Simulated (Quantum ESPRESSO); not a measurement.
# SiC (Moissanite 6H) (P6_3mc) in Quantum ESPRESSO: relaxation of cell and atoms with RPBE+D4

Aim: the relaxation of cell and atoms of SiC (Moissanite 6H) with RPBE+D4.

Program: Quantum ESPRESSO 7.5. These are calculated values, not measurements. Logs are shortened: lines on timing, memory, paths and dates and some standing lists are left out, and cuts for length are marked.

## (1) The structure

Symmetry: P6_3mc, No. 186, hexagonal system. The conventional cell has a = 3.095 Å, b = 3.095 Å, c = 15.170 Å, α = 90.00°, β = 90.00°, γ = 120.00°. Si (site symmetry 3m) has 4 C at 1.90 Å as nearest neighbours. Si (site symmetry 3m) has 4 C at 1.90 Å as nearest neighbours. Around Si (site symmetry 3m) lie 4 C at 1.90 Å. C (site symmetry 3m) has 4 Si at 1.90 Å as nearest neighbours. C (site symmetry 3m) has 4 Si at 1.90 Å as nearest neighbours. C (site symmetry 3m) is surrounded by 4 Si at 1.90 Å.

## (2) Relaxation of cell and atoms, RPBE+D4

run.py reads:

```python
import numpy as np
from ase.calculators.espresso import Espresso, EspressoProfile
from ase.io import read

atoms = read('SiC.xyz')

input_data = {
    'control': {'calculation': 'scf', 'prefix': 'pwscf', 'outdir': './tmp', 'tprnfor': True, 'tstress': True, 'disk_io': 'low'},
    'system': {'ecutwfc': 82.0, 'nbnd': 33, 'input_dft': 'rpbe', 'occupations': 'smearing', 'smearing': 'fd', 'degauss': 0.00367493},
    'electrons': {'conv_thr': 2.4e-09, 'electron_maxstep': 120, 'mixing_beta': 0.5},
}
pseudopotentials = {'Si': 'Si.upf', 'C': 'C.upf'}
profile = EspressoProfile(command='pw.x', pseudo_dir='pseudo')
dft = Espresso(profile=profile, input_data=input_data, pseudopotentials=pseudopotentials, kpts=(8, 8, 2), koffset=(0, 0, 0))
from ase.calculators.mixing import SumCalculator
from dftd4.ase import DFTD4
d4 = DFTD4(method='rpbe')
atoms.calc = SumCalculator([dft, d4])

from ase.optimize import LBFGS
from ase.filters import FrechetCellFilter
done = LBFGS(FrechetCellFilter(atoms), trajectory='opt.traj').run(fmax=0.02, steps=30)
print('converged', done)
print('cell (A)', np.round(atoms.cell.cellpar(), 5))
print(f'energy {atoms.get_potential_energy():.8f} eV')
print('forces (eV/A)')
print(np.round(atoms.get_forces(), 6))
print('stress (eV/A^3, Voigt)')
print(np.round(atoms.get_stress(), 8))
print(f'Fermi level {dft.get_fermi_level():.4f} eV')
print(f'D4 part {d4.get_potential_energy(atoms):.8f} eV')
atoms.write('final.traj')
```

SiC.xyz reads:

```xyz
12
Lattice="3.0950000000 0.0000000000 0.0000000000 -1.5475000000 2.6803486247 0.0000000000 0.0000000000 0.0000000000 15.1700000000" Properties=species:S:1:pos:R:3 pbc="T T T"
Si     1.5475000002      0.8934495415      6.9524110000
Si    -0.0000000002      1.7868990832     14.5374110000
Si     1.5475000002      0.8934495415     12.0100890000
Si    -0.0000000002      1.7868990832      4.4250890000
Si     0.0000000000      0.0000000000      9.4812500000
Si     0.0000000000      0.0000000000      1.8962500000
C      1.5475000002      0.8934495415      5.0561610000
C     -0.0000000002      1.7868990832     12.6411610000
C      1.5475000002      0.8934495415     10.1138390000
C     -0.0000000002      1.7868990832      2.5288390000
C      0.0000000000      0.0000000000      7.5850000000
C      0.0000000000      0.0000000000      0.0000000000
```

Potentials or basis: PseudoDojo 0.4.1 SR PBE standard.

Launch:

```
OMP_NUM_THREADS=1 python run.py
```

What it wrote:

```text
Step          Energy          fmax
LBFGS:    0    -1685.895132        0.583699
LBFGS:    1    -1685.908986        0.554183
LBFGS:    2    -1686.020675        0.521844
LBFGS:    3    -1686.029939        0.356622
LBFGS:    4    -1686.035906        0.089823
LBFGS:    5    -1686.036324        0.062414
LBFGS:    6    -1686.036653        0.009420
converged True
cell (A) [  3.05149   3.05149  14.9719   90.       90.      120.0002 ]
energy -1686.03665323 eV
forces (eV/A)
[[-5.000e-06  3.000e-06  1.132e-03]
 [ 5.000e-06 -3.000e-06  1.132e-03]
 [-1.000e-06  1.000e-06  7.585e-03]
 [ 1.000e-06 -1.000e-06  7.585e-03]
 [-5.000e-06  3.000e-06  4.094e-03]
 [ 5.000e-06 -3.000e-06  4.094e-03]
 [ 0.000e+00 -0.000e+00 -4.350e-03]
 [-0.000e+00  0.000e+00 -4.350e-03]
 [-3.000e-06  2.000e-06 -9.545e-03]
 [ 3.000e-06 -2.000e-06 -9.545e-03]
 [-8.000e-06  4.000e-06  1.084e-03]
 [ 8.000e-06 -4.000e-06  1.084e-03]]
stress (eV/A^3, Voigt)
[ 2.1954e-04  2.2128e-04 -4.5661e-04 -0.0000e+00 -0.0000e+00  1.6900e-06]
Fermi level 10.9340 eV
D4 part -8.79220670 eV
```

espresso.pwi:

```text
&CONTROL
   calculation      = 'scf'
   tstress          = .true.
   tprnfor          = .true.
   outdir           = './tmp'
   prefix           = 'pwscf'
   disk_io          = 'low'
   pseudo_dir       = 'pseudo'
/
&SYSTEM
   nbnd             = 33
   ecutwfc          = 82.0
   occupations      = 'smearing'
   degauss          = 0.00367493
   smearing         = 'fd'
   input_dft        = 'rpbe'
   ntyp             = 2
   nat              = 12
   ibrav            = 0
/
&ELECTRONS
   electron_maxstep = 120
   conv_thr         = 2.4e-09
   mixing_beta      = 0.5
/
&IONS
/
&CELL
/
&FCP
/
&RISM
/
ATOMIC_SPECIES
Si 28.085 Si.upf
C 12.011 C.upf

K_POINTS automatic
8 8 2  0 0 0

CELL_PARAMETERS angstrom
3.05149290058423 -0.00000532598105 0.00000000000000
-1.52575106272703 2.64266772701870 0.00000000000000
0.00000000000000 -0.00000000000000 14.97190442949444

ATOMIC_POSITIONS angstrom
Si 1.5257445646 0.8808859010 6.8613201272  
Si -0.0000027267 1.7617765000 14.3472723419  
Si 1.5257443168 0.8808860322 11.8550555871  
Si -0.0000024790 1.7617763688 4.3691033724  
Si -0.0000014840 0.0000008660 9.3577529064  
Si 0.0000014840 -0.0000008660 1.8718006917  
C 1.5257442367 0.8808860779 4.9903772162  
C -0.0000023988 1.7617763231 12.4763294310  
C 1.5257448598 0.8808857266 9.9844248765  
C -0.0000030219 1.7617766744 2.4984726617  
C -0.0000020260 0.0000011655 7.4812467284  
C 0.0000020260 -0.0000011655 -0.0047054863
```

espresso.pwo:

```text
This program is part of the open-source Quantum ESPRESSO suite
     for quantum simulation of materials; please cite
         "P. Giannozzi et al., J. Phys.:Condens. Matter 21 395502 (2009);
         "P. Giannozzi et al., J. Phys.:Condens. Matter 29 465901 (2017);
         "P. Giannozzi et al., J. Chem. Phys. 152 154105 (2020);
     in publications or presentations arising from this work. More details at

Warning: card &CELL ignored
Warning: card &FCP ignored
Warning: card &RISM ignored

     IMPORTANT: XC functional enforced from input :
     Exchange-correlation= RPBE
                           (   1   4  44   4   0   0   0)
     Any further DFT definition will be discarded
     Please, verify this is what you really want

     Message from routine setup:
     using ibrav=0 with symmetry is DISCOURAGED, use correct ibrav instead

     G-vector sticks info
     --------------------
     sticks:   dense  smooth     PW     G-vecs:    dense   smooth      PW
     Sum         745     745    241                81799    81799   14443

     Using Slab Decomposition

     bravais-lattice index     =            0
     lattice parameter (alat)  =       5.7665  a.u.
     unit-cell volume          =     814.7571 (a.u.)^3
     number of atoms/cell      =           12
     number of atomic types    =            2
     number of electrons       =        48.00
     number of Kohn-Sham states=           33
     kinetic-energy cutoff     =      82.0000  Ry
     charge density cutoff     =     328.0000  Ry
     scf convergence threshold =      2.4E-09
     mixing beta               =       0.5000
     number of iterations used =            8  plain     mixing
     Exchange-correlation= RPBE
                           (   1   4  44   4   0   0   0)

     celldm(1)=   5.766486  celldm(2)=   0.000000  celldm(3)=   0.000000
     celldm(4)=   0.000000  celldm(5)=   0.000000  celldm(6)=   0.000000

     crystal axes: (cart. coord. in units of alat)
               a(1) = (   1.000000  -0.000002   0.000000 )
               a(2) = (  -0.500002   0.866025   0.000000 )
               a(3) = (   0.000000  -0.000000   4.906420 )

     reciprocal axes: (cart. coord. in units 2 pi/alat)
               b(1) = (  1.000001  0.577353  0.000000 )
               b(2) = (  0.000002  1.154703  0.000000 )
               b(3) = ( -0.000000 -0.000000  0.203815 )

     PseudoPot. # 1 for Si read from file:
     Si.upf
     Pseudo is Norm-conserving + core correction, Zval =  4.0
     Generated using ONCVPSP code by D. R. Hamann
     Using radial grid of 1510 points,  6 beta functions with:
                l(1) =   0
                l(2) =   0
                l(3) =   1
                l(4) =   1
                l(5) =   2
                l(6) =   2

     PseudoPot. # 2 for C  read from file:
     C.upf
     Pseudo is Norm-conserving + core correction, Zval =  4.0
     Generated using ONCVPSP code by D. R. Hamann
     Using radial grid of 1248 points,  4 beta functions with:
                l(1) =   0
                l(2) =   0
                l(3) =   1
                l(4) =   1

     atomic species   valence    mass     pseudopotential
     Si                4.00    28.08500     Si( 1.00)
     C                 4.00    12.01100     C ( 1.00)

      4 Sym. Ops. (no inversion) found ( 2 have fractional translation)

   Cartesian axes

     site n.     atom                  positions (alat units)
         1        Si     tau(   1) = (   0.4999994   0.2886738   2.2485126  )
         2        Si     tau(   2) = (  -0.0000009   0.5773490   4.7017223  )
         3        Si     tau(   3) = (   0.4999993   0.2886738   3.8850019  )
         4        Si     tau(   4) = (  -0.0000008   0.5773490   1.4317921  )
         5        Si     tau(   5) = (  -0.0000005   0.0000003   3.0666147  )
         6        Si     tau(   6) = (   0.0000005  -0.0000003   0.6134049  )
         7        C      tau(   7) = (   0.4999993   0.2886738   1.6353888  )
         8        C      tau(   8) = (  -0.0000008   0.5773490   4.0885985  )
         9        C      tau(   9) = (   0.4999995   0.2886737   3.2719804  )
        10        C      tau(  10) = (  -0.0000010   0.5773491   0.8187706  )
        11        C      tau(  11) = (  -0.0000007   0.0000004   2.4516677  )
        12        C      tau(  12) = (   0.0000007  -0.0000004  -0.0015420  )

     number of k points=    42  Fermi-Dirac smearing, width (Ry)=  0.0037
                       cart. coord. in units 2pi/alat
        k(    1) = (   0.0000000   0.0000000   0.0000000), wk =   0.0156250
        k(    2) = (   0.0000000   0.0000000  -0.1019073), wk =   0.0156250
        k(    3) = (   0.0000003   0.1443379   0.0000000), wk =   0.0625000
        k(    4) = (   0.0000003   0.1443379  -0.1019073), wk =   0.0625000
        k(    5) = (   0.0000005   0.2886757   0.0000000), wk =   0.0625000
        k(    6) = (   0.0000005   0.2886757  -0.1019073), wk =   0.0625000
[... 34 lines left out ...]
        k(   41) = (  -0.5000015  -0.8660280   0.0000000), wk =   0.0156250
        k(   42) = (  -0.5000015  -0.8660280  -0.1019073), wk =   0.0156250

     Dense  grid:    81799 G-vectors     FFT dimensions: (  36,  36, 180)

     Initial potential from superposition of free atoms

     starting charge      47.9961, renormalised to      48.0000
     Starting wfcs are   48 randomized atomic wfcs

     Self-consistent Calculation

     iteration #  1     ecut=    82.00 Ry     beta= 0.50
     Davidson diagonalization with overlap
     ethr =  1.00E-02,  avg # of iterations =  4.5

     total energy              =    -122.64859483 Ry
     estimated scf accuracy    <       2.66397755 Ry

     iteration #  2     ecut=    82.00 Ry     beta= 0.50
     Davidson diagonalization with overlap
     ethr =  5.55E-03,  avg # of iterations =  2.0
[... 64 lines left out ...]
     total energy              =    -123.27520385 Ry
     estimated scf accuracy    <          7.5E-09 Ry

     iteration # 12     ecut=    82.00 Ry     beta= 0.50
     Davidson diagonalization with overlap
     ethr =  1.56E-11,  avg # of iterations =  2.0

     End of self-consistent calculation

          k = 0.0000 0.0000 0.0000 ( 10203 PWs)   bands (ev):

    -5.7542  -5.2218  -5.1857  -3.6579  -3.6282  -2.0942   1.1858   3.5897
     3.6299   7.4682   7.4959   8.7556   8.7557   8.9444   8.9444   9.0541
     9.0542   9.5253   9.5254   9.6095   9.6096   9.8731   9.9123   9.9124
    15.3661  15.5323  15.9562  16.4623  16.5757  16.8675  17.0066  17.0071
    17.4893

          k = 0.0000 0.0000-0.1019 ( 10186 PWs)   bands (ev):
[... 49 lines left out ...]
    -3.2708  -3.2708  -2.3255  -2.3255  -0.9006  -0.9006   2.2813   2.2813
     2.7879   2.7879   4.1936   4.1936   4.8558   4.8558   6.9488   6.9488
     7.0441   7.0441   7.7229   7.7229   8.2769   8.2769   8.7634   8.7634
    12.5276  12.5276  13.8171  13.8171  15.1574  15.1574  16.0127  16.0128
    17.0971

          k =-0.0000-0.5774 0.0000 ( 10230 PWs)   bands (ev):

    -2.2033  -2.0356  -1.8351  -1.3122  -1.1761  -0.6941   1.3522   1.6737
     1.9802   2.0015   2.9491   3.1797   5.2244   5.3873   6.6272   6.8031
     6.9544   7.0292   7.0604   7.6317   8.0761   8.1060   8.2307   8.8040
    11.9841  12.1909  13.2339  13.9064  14.6385  14.7248  15.6476  15.7484
    16.6393

          k =-0.0000-0.5774-0.1019 ( 10240 PWs)   bands (ev):

    -2.1440  -2.1440  -1.6228  -1.6228  -0.8602  -0.8602   1.3770   1.3770
     2.3516   2.3516   2.7546   2.7546   5.6581   5.6581   6.3922   6.3922
     6.7340   6.7340   7.5236   7.5236   8.1783   8.1783   8.5932   8.5932
    12.0370  12.0370  13.4513  13.4513  14.9225  14.9226  15.5700  15.5700
    16.9675

          k = 0.1250 0.2165 0.0000 ( 10247 PWs)   bands (ev):

    -4.9332  -4.4147  -4.3754  -2.8975  -2.8661  -1.4280   1.9203   3.9846
     4.0211   5.9556   6.2008   6.2686   6.3549   6.5243   7.1133   7.6942
     7.8068   7.8967   8.1990   8.2755   8.5689   8.8595   8.9871   9.5195
    15.1879  15.3488  15.3977  15.7086  15.7171  16.5778  17.1703  17.4492
    17.5192
[... 227 lines left out ...]
    -3.2708  -3.2708  -2.3256  -2.3256  -0.9006  -0.9006   2.2812   2.2812
     2.7879   2.7879   4.1936   4.1936   4.8558   4.8558   6.9489   6.9489
     7.0441   7.0441   7.7230   7.7230   8.2768   8.2768   8.7634   8.7634
    12.5276  12.5276  13.8172  13.8172  15.1574  15.1574  16.0127  16.0128
    17.0971

          k =-0.5000-0.8660 0.0000 ( 10230 PWs)   bands (ev):

    -2.2033  -2.0356  -1.8352  -1.3122  -1.1761  -0.6942   1.3522   1.6737
     1.9802   2.0015   2.9490   3.1797   5.2244   5.3873   6.6273   6.8030
     6.9544   7.0292   7.0605   7.6317   8.0761   8.1061   8.2307   8.8040
    11.9841  12.1909  13.2339  13.9065  14.6385  14.7248  15.6477  15.7484
    16.6396

          k =-0.5000-0.8660-0.1019 ( 10240 PWs)   bands (ev):

    -2.1440  -2.1440  -1.6228  -1.6228  -0.8602  -0.8602   1.3769   1.3769
     2.3516   2.3516   2.7545   2.7545   5.6581   5.6581   6.3921   6.3921
     6.7341   6.7341   7.5236   7.5236   8.1783   8.1783   8.5933   8.5933
    12.0370  12.0370  13.4513  13.4513  14.9226  14.9226  15.5700  15.5700
    16.9675

     the Fermi energy is    10.9340 ev

!    total energy              =    -123.27520385 Ry
     estimated scf accuracy    <          7.4E-11 Ry
     smearing contrib. (-TS)   =      -0.00000000 Ry
     internal energy E=F+TS    =    -123.27520385 Ry

     The total energy is F=E-TS. E is the sum of the following terms:
     one-electron contribution =      35.08379271 Ry
     hartree contribution      =      14.01882002 Ry
     xc contribution           =     -45.67799340 Ry
     ewald contribution        =    -126.69982318 Ry

     convergence has been achieved in  12 iterations

     Forces acting on atoms (cartesian axes, Ry/au):

     atom    1 type  1   force =    -0.00000005    0.00000003    0.00052341
     atom    2 type  1   force =     0.00000005   -0.00000003    0.00052341
     atom    3 type  1   force =    -0.00000018    0.00000010    0.00025665
     atom    4 type  1   force =     0.00000018   -0.00000010    0.00025665
     atom    5 type  1   force =    -0.00000020    0.00000012    0.00009688
     atom    6 type  1   force =     0.00000020   -0.00000012    0.00009688
     atom    7 type  2   force =    -0.00000013    0.00000007   -0.00015202
     atom    8 type  2   force =     0.00000013   -0.00000007   -0.00015202
     atom    9 type  2   force =     0.00000003   -0.00000002   -0.00092129
     atom   10 type  2   force =    -0.00000003    0.00000002   -0.00092129
     atom   11 type  2   force =    -0.00000033    0.00000019    0.00019638
     atom   12 type  2   force =     0.00000033   -0.00000019    0.00019638

     Total force =     0.001587     Total SCF correction =     0.000011

     Computing stress (Cartesian axis) and pressure

          total   stress  (Ry/bohr**3)                   (kbar)     P=      106.58
   0.00072487   0.00000005   0.00000000          106.63        0.01        0.00
   0.00000005   0.00072493   0.00000000            0.01      106.64        0.00
   0.00000000   0.00000000   0.00072368            0.00        0.00      106.46

=------------------------------------------------------------------------------=
   JOB DONE.
=------------------------------------------------------------------------------=
```

It took 70 min on 1 thread of Arm Neoverse N1, shared host; peak memory 0.35 GiB.

What came out:

```yaml
Free_energy: -1686.0368 eV
Relaxed_volume: 10.06 Å³/atom
Relaxed_cell: a = 3.051 Å, b = 3.051 Å, c = 14.972 Å, α = 90.00°, β = 90.00°, γ = 120.00°
Space_group_after_relaxing_to_0.05_Å: P6_3mc (No. 186)
Energy_gained_by_relaxing: 11.8 meV/atom
Ionic_steps: 7
Pressure_after_relaxing: 0.0 GPa
Largest_force_after_relaxing: 0.010 eV/Å
Band_gap_on_the_k_mesh: 2.07 eV, indirect (least direct gap 3.18 eV)
Dispersion_energy_per_atom: -0.733 eV
```

Forces in eV/Å, atoms in the order of the input:
```
Si   0.000  0.000  0.001
Si   0.000  0.000  0.001
Si   0.000  0.000  0.008
Si   0.000  0.000  0.008
Si   0.000  0.000  0.004
Si   0.000  0.000  0.004
C    0.000  0.000 -0.004
C    0.000  0.000 -0.004
C    0.000  0.000 -0.010
C    0.000  0.000 -0.010
C    0.000  0.000  0.001
C    0.000  0.000  0.001
```

Stress tensor (GPa, compression positive):
```
-0.04  0.00  0.00
 0.00 -0.04  0.00
 0.00  0.00  0.07
```

Step by step:
```
step  energy change (eV)  largest force (eV/Å)  pressure (GPa)  volume (Å³)
   1              0.0000                0.1398           -8.64       125.85
   2             -0.0139                0.0765           -8.25       125.59
   3             -0.1255                0.5275           -1.54       121.59
   4             -0.1348                0.3609           -0.76       121.15
   5             -0.1408                0.0910           -0.03       120.75
   6             -0.1412                0.0632           -0.02       120.74
   7             -0.1415                0.0095            0.00       120.73
```

Final structure:
```
CELL_PARAMETERS angstrom
3.05149 -0.00001 0.00000
-1.52575 2.64267 0.00000
0.00000 0.00000 14.97190
ATOMIC_POSITIONS crystal
Si 0.66667 0.33333 0.45828
Si 0.33333 0.66667 0.95828
Si 0.66667 0.33333 0.79182
Si 0.33333 0.66667 0.29182
Si 0.00000 0.00000 0.62502
Si 0.00000 0.00000 0.12502
C 0.66667 0.33333 0.33332
C 0.33333 0.66667 0.83332
C 0.66667 0.33333 0.66688
C 0.33333 0.66667 0.16688
C 0.00000 0.00000 0.49969
C 0.00000 0.00000 0.99969
```

Caveat: the potentials were made for another functional, which shifts forces and pressure. A k mesh can miss the band edges.
